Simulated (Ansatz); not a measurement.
# Ni (Im-3m) in Ansatz: notebook

Runs on Ni. Level: PBE. Tasks: single point.

Everything below comes from runs of Ansatz 0.2.0. Logs are shortened: lines on timing, memory, paths and dates and some standing lists are left out, and cuts for length are marked.

**1. The crystal as given**

The structure is cubic, space group Im-3m (No. 229). The conventional cell has a = 2.767 Å, b = 2.767 Å, c = 2.767 Å, α = 90.00°, β = 90.00°, γ = 90.00°. Ni (site symmetry m-3m) has 8 Ni at 2.40 Å as nearest neighbours.

This isn't the form of Ni at room conditions, which is fcc.

**2. Single point, PBE, collinear spin, ferromagnetic start**

input.yaml reads:

```yaml
crystal:
  lattice:
    - [-1.38371547, 1.38371547, 1.38371547]
    - [1.38371547, -1.38371547, 1.38371547]
    - [1.38371547, 1.38371547, -1.38371547]
  atoms:
    - { symbol: Ni, position: [0.0, 0.0, 0.0], spin: 1.0 }
hamiltonian:
  xc: pbe
  pseudopotentials: { kind: paw }
magnetization:
  spin_polarized: true
kpoints:
  mp_grid: { grid: [13, 13, 13] }
scf:
  occupations: { method: gaussian, width: 0.015 }
output:
  forces: true
  stress: true
  eigenvalues: true
```

Potentials or basis: Ansatz PAW.

Run with:

```
$ ansatz run input.yaml --threads 2 --pin off --max-ram 5632MiB --backend cpu --events-out ev --progress --plain --runs-dir out
```

What it wrote:

```text
Warning: RAYON_NUM_THREADS=2 ignored (pool sized by the plan → 2); use --threads N
Engine: ansatz 0.2.0, aarch64-unknown-linux-gnu
Pseudopotentials: kind: paw
Pseudopotential: Ni, paw, valence charge 18, recommended cutoff 420 eV (normal), Ni.paw.azcp
Functional definition: PBE
  parameter kappa = 0.804
  parameter beta = 0.06672455060314922
  exchange = pbe_x(kappa = kappa, mu = beta*pi^2/3)
  correlation = pbe_c(beta = beta)
Crystal: 1 atoms, lattice volume = 10.597 Å³
Basis set: ecut = 420 eV, 201 PW (Γ), exchange–correlation on 36×36×36 points (8 copies of the dense FFT grid, shifted against one another)
Bands: 14, of which v1, the nominal top of the filled ones, is band 9 counted from 1 (8 counted from 0)
Symmetry: 48 space group operations
Space group: Im-3m (ITA 229), of the structure as read, at distance tolerance 2.2e-5 Å
Magnetic group: BNS 229.140 (UNI 1642), of the structure as read, at distance tolerance 2.2e-5 Å
k-points: 84 of 2197
Non-local potential: Ni, projectors of the file, l = 0: 3, l = 1: 2, l = 2: 3, l = 3: 1
PAW form: soft (Blöchl's): semilocal exchange-correlation on the pseudo side does not see the compensation charge
PAW one-centre angular grid: Ni, 590 points (default); XC on 64 Gauss nodes
Initial density: superposition of atomic densities (chi_scale 0.1, normalization cell)
Starting moments: Σ|m| = 1 μB on 1 of 1 site
Initial wavefunctions: pseudopotential atomic-orbital guess
Functional: x = pbe(κ = 0.804, μ = 0.2195149727645171), c = pbe(β = 0.06672455060314922)
SCF iter   1: F=—  HF=-5838.738657 eV  |F-HF|=—  |Δ(HF+E_count)|=         —  Δρ=7.09e-2 (↑7.09e-2 ↓3.32e-2)  dr2=6.30e-1  dr2_m=6.18e-2  M=0.709 μB ∫|m|=0.746 μB  β_m=0.30  ethr=3.10e-3  ⟨swp⟩=5.8  Hψ=11750  notcnv=0
Mixer restart at iter 1: flushing history
preconditioner: auto → none  [metal: Δε(μ)=0.006 eV  Ē_g=16.304 eV  σ=0.015 eV  W_gap=0.20  n_scr=0 (ndim 8)  ℏωp=36.1 eV  f_vac=0.000  D(μ)=3.52/eV (n_scr^D=78)]
SCF iter   2: F=—  HF=-5838.672244 eV  |F-HF|=—  |Δ(HF+E_count)|=   6.64e-2  Δρ=5.91e-2 (↑2.10e-2 ↓5.91e-2)  dr2=2.68e-1  dr2_m=5.65e-2  M=0.658 μB ∫|m|=0.704 μB  β_m=0.25  ethr=3.10e-3  ⟨swp⟩=2.7  Hψ=4886  notcnv=0  defer=126
SCF iter   3: F=—  HF=-5838.876327 eV  |F-HF|=—  |Δ(HF+E_count)|=   2.04e-1  Δρ=3.32e-2 (↑1.25e-2 ↓3.32e-2)  dr2=2.88e-2  dr2_m=4.20e-2  M=0.658 μB ∫|m|=0.705 μB  β_m=0.28  ethr=1.49e-3  ⟨swp⟩=2.6  Hψ=3951  notcnv=0  defer=126
SCF iter   4: F=—  HF=-5839.321650 eV  |F-HF|=—  |Δ(HF+E_count)|=   4.45e-1  Δρ=1.67e-2 (↑5.73e-3 ↓1.67e-2)  dr2=9.97e-3  dr2_m=9.15e-3  M=0.658 μB ∫|m|=0.710 μB  β_m=0.54  ethr=1.60e-4  ⟨swp⟩=3.2  Hψ=4764  notcnv=0  defer=133
SCF iter   5: F=—  HF=-5839.582041 eV  |F-HF|=—  |Δ(HF+E_count)|=   2.60e-1  Δρ=1.23e-2 (↑3.28e-3 ↓1.23e-2)  dr2=1.24e-2  dr2_m=2.75e-3  M=0.629 μB ∫|m|=0.689 μB  β_m=0.51  ethr=5.54e-5  ⟨swp⟩=3.1  Hψ=5508  notcnv=0  defer=136
SCF iter   6: F=—  HF=-5839.610968 eV  |F-HF|=—  |Δ(HF+E_count)|=   2.89e-2  Δρ=8.89e-3 (↑5.80e-3 ↓8.89e-3)  dr2=6.98e-4  dr2_m=5.22e-3  M=0.593 μB ∫|m|=0.655 μB  β_m=0.76  ethr=5.54e-5  ⟨swp⟩=2.7  Hψ=4217  notcnv=0  defer=136
SCF iter   7: F=—  HF=-5839.611208 eV  |F-HF|=—  |Δ(HF+E_count)|=   2.40e-4  Δρ=9.44e-3 (↑5.57e-3 ↓9.44e-3)  dr2=1.09e-3  dr2_m=5.42e-3  M=0.593 μB ∫|m|=0.657 μB  β_m=0.76  ethr=3.88e-6  ⟨swp⟩=1.0  Hψ=2792  notcnv=0  defer=136
SCF iter   8: F=—  HF=-5839.612102 eV  |F-HF|=—  |Δ(HF+E_count)|=   8.93e-4  Δρ=1.01e-2 (↑8.05e-3 ↓1.01e-2)  dr2=2.92e-4  dr2_m=7.97e-3  M=0.593 μB ∫|m|=0.659 μB  β_m=0.51  ethr=3.88e-6  ⟨swp⟩=2.3  Hψ=3440  notcnv=0  defer=136
SCF iter   9: F=—  HF=-5839.611664 eV  |F-HF|=—  |Δ(HF+E_count)|=   4.38e-4  Δρ=6.46e-3 (↑4.90e-3 ↓6.46e-3)  dr2=1.94e-4  dr2_m=3.12e-3  M=0.593 μB ∫|m|=0.657 μB  β_m=0.56  ethr=1.62e-6  ⟨swp⟩=1.8  Hψ=2864  notcnv=0  defer=136
SCF iter  10: F=—  HF=-5839.611450 eV  |F-HF|=—  |Δ(HF+E_count)|=   2.14e-4  Δρ=1.69e-3 (↑1.49e-3 ↓1.69e-3)  dr2=3.42e-6  dr2_m=2.46e-4  M=0.593 μB ∫|m|=0.655 μB  β_m=0.78  ethr=1.08e-6  ⟨swp⟩=1.5  Hψ=3106  notcnv=0  defer=136
SCF iter  11: F=—  HF=-5839.611448 eV  |F-HF|=—  |Δ(HF+E_count)|=   1.92e-6  Δρ=2.17e-4 (↑2.17e-4 ↓2.03e-4)  dr2=3.65e-8  dr2_m=4.24e-6  M=0.593 μB ∫|m|=0.655 μB  β_m=0.89  ethr=1.90e-8  ⟨swp⟩=1.7  Hψ=3204  notcnv=0  defer=136
SCF iter  12: F=—  HF=-5839.611447 eV  |F-HF|=—  |Δ(HF+E_count)|=   2.14e-7  Δρ=2.32e-5 (↑2.32e-5 ↓1.54e-5)  dr2=7.65e-8  dr2_m=7.36e-9  M=0.593 μB ∫|m|=0.655 μB  β_m=0.91  ethr=2.03e-10  ⟨swp⟩=2.4  Hψ=3851  notcnv=0  defer=136
SCF iter  13: F=—  HF=-5839.611447 eV  |F-HF|=—  |Δ(HF+E_count)|=   2.99e-8  Δρ=1.09e-5 (↑1.09e-5 ↓8.20e-6)  dr2=2.16e-8  dr2_m=4.12e-10  M=0.593 μB ∫|m|=0.655 μB  β_m=0.84  ethr=2.03e-10  ⟨swp⟩=2.3  Hψ=3636  notcnv=0  defer=136
SCF iter  14: F=-5839.611447 eV  HF=-5839.611447 eV  |F-HF|=3.73e-10  |Δ(HF+E_count)|=   1.32e-9  Δρ=3.00e-6 (↑3.02e-7 ↓3.00e-6)  dr2=4.56e-10  dr2_m=2.45e-10  M=0.593 μB ∫|m|=0.655 μB  ethr=1.20e-10  ⟨swp⟩=4.9  Hψ=8863  notcnv=0
SCF 1 converged in 14 iterations: F = -5839.611447 eV  dr2 = 4.56e-10
SCF converged after 14 iterations
Magnetization: 0.5926 μB (9.2963 up, 8.7037 down)
Absolute magnetization: 0.6561 μB (∫|ρ↑−ρ↓|, with the PAW one-centre terms)
Spin contamination: 0.0055 ħ² per cell (⟨S²⟩ above its minimum at these occupations)
Per-site moments (μB) at R_I (Å): [(0.6219580808514672, 0.9886245176193575)]
Free energy (F): -5839.611447 eV
Harris-Foulkes:  -5839.611447 eV  (|F-HF|=3.73e-10)
Internal energy: -5839.611280 eV  (E = F + TS)
E sigma→0 (E₀):  -5839.611364 eV
Entropy (-TS):   -0.000168 eV (-0.168 meV/atom)
Fermi energy:    18.639232 eV
--- Per-component energies (eV) ---
  E_band       = -273.344696
  E_kinetic    = 282.880294
  E_local      = -3394.966788  (includes V_loc(G=0)·N_el)
  E_nonlocal   = 636.151003
  E_hartree    = 1418.965346
  E_xc         = -85.002300
  E_vxc        = -109.626512  (∫ρ·V_xc dr)
  E_paw        = -1630.030965  (= ΣΔE_a)
  E_vpaw       = -525.715683  (= ΣTr[D̂ρ^β])
  E_aug_tail   = 0.000669  (compensation charges beyond the density's cutoff)
  E_ewald      = -3067.608538
  E_smearing   = -0.000168  (= −TS)
  E_closure    = -0.000000  (closes the sum)
  Σ components = -5839.611447   (vs F -5839.611447, Δ=0.00e0)
--- Forces (eV/Å), atoms counted from 1 ---
  atom   1  Ni    -0.00000000     0.00000000     0.00000000
  max |Σ_I F_I| component: 7.40e-32 eV/Å
--- Stress (GPa, compression-positive) ---
        7.690880       0.000000       0.000000
       -0.000000       7.690880       0.000000
        0.000000      -0.000000       7.690880
  P = ⅓ Tr σ = 7.6909 GPa (76.909 kbar)
--- Band table (eV; the first three rows and the last of 168) ---
  k-point 0 ↑: bands = ["-84.8264", "-45.0709", "-45.0709", "-45.0709", "9.4746", "16.2427", "16.2427", "16.2427", "17.7275", "17.7275", "45.1415", "45.1415", "45.1415", "50.0287"]
  k-point 1 ↑: bands = ["-84.8241", "-45.0853", "-45.0759", "-45.0708", "9.7241", "16.1847", "16.2381", "16.3584", "17.6695", "17.7322", "43.2531", "44.6602", "44.8129", "48.7064"]
  k-point 2 ↑: bands = ["-84.8175", "-45.1249", "-45.0896", "-45.0706", "10.4495", "16.0260", "16.2057", "16.6887", "17.5524", "17.7480", "39.5455", "43.1268", "44.1447", "45.9546"]
  k-point 83 ↓: bands = ["-83.9809", "-44.5026", "-44.5003", "-44.5003", "14.6482", "14.6605", "19.0785", "19.0785", "19.1447", "27.6305", "28.7849", "28.7849", "34.6244", "35.2554"]
```

Wall time 1.6 s (2 threads of Arm Neoverse V2, shared host); peak memory 0.28 GiB.

What came out:

```yaml
Free_energy: -5839.6114 eV
Pressure: 7.7 GPa
Band_gap_on_the_k_mesh: none (metal or under the smearing width)
Net_moment: 0.59 μB per cell
Absolute_moment: 0.66 μB per cell
Site_moments: Ni +0.62 μB
```

Levels at points of the mesh, in eV from the Fermi level:
Spin up:
| k point | band 7 | band 8 | band 9 | band 10 | band 11 | band 12 |
| --- | --- | --- | --- | --- | --- | --- |
| (0.00, 0.00, 0.00) | -2.40 | -2.40 | -0.91 | -0.91 | 26.50 | 26.50 |
Spin down:
| k point | band 7 | band 8 | band 9 | band 10 | band 11 | band 12 |
| --- | --- | --- | --- | --- | --- | --- |
| (0.00, 0.00, 0.00) | -1.67 | -1.67 | -0.39 | -0.39 | 26.41 | 26.41 |

**3. Single point, PBE, collinear spin, ferromagnetic start**

Edit input.yaml of step 2 so:

```diff
@@ -15,3 +15,3 @@
 scf:
-  occupations: { method: gaussian, width: 0.015 }
+  occupations: { method: gaussian, width: 0.016 }
 output:
```

Potentials or basis: Ansatz PAW.

Run with:

```
$ ansatz run input.yaml --threads 2 --pin off --max-ram 5632MiB --backend cpu --events-out ev --progress --plain --runs-dir out
```

Wall time 1.8 s (2 threads of Arm Neoverse V2, shared host); peak memory 0.28 GiB.

The run converged. Its results:

| Property | Result |
| --- | --- |
| Free energy | -5839.6115 eV |
| Pressure | 7.7 GPa |
| Band gap on the k mesh | none (metal or under the smearing width) |
| Net moment | 0.59 μB per cell |
| Absolute moment | 0.66 μB per cell |
| Site moments | Ni +0.62 μB |

Levels at points of the mesh, in eV from the Fermi level:
Spin up:
```tsv
k point	band 5	band 6	band 7	band 8	band 9	band 10	band 11	band 12	band 13	band 14
(0.00, 0.00, 0.00)	-9.16	-2.40	-2.40	-2.40	-0.91	-0.91	26.50	26.50	26.50	31.39
```
Spin down:
| k point | band 7 | band 8 | band 9 | band 10 | band 11 | band 12 |
| --- | --- | --- | --- | --- | --- | --- |
| (0.00, 0.00, 0.00) | -1.67 | -1.67 | -0.39 | -0.39 | 26.41 | 26.41 |
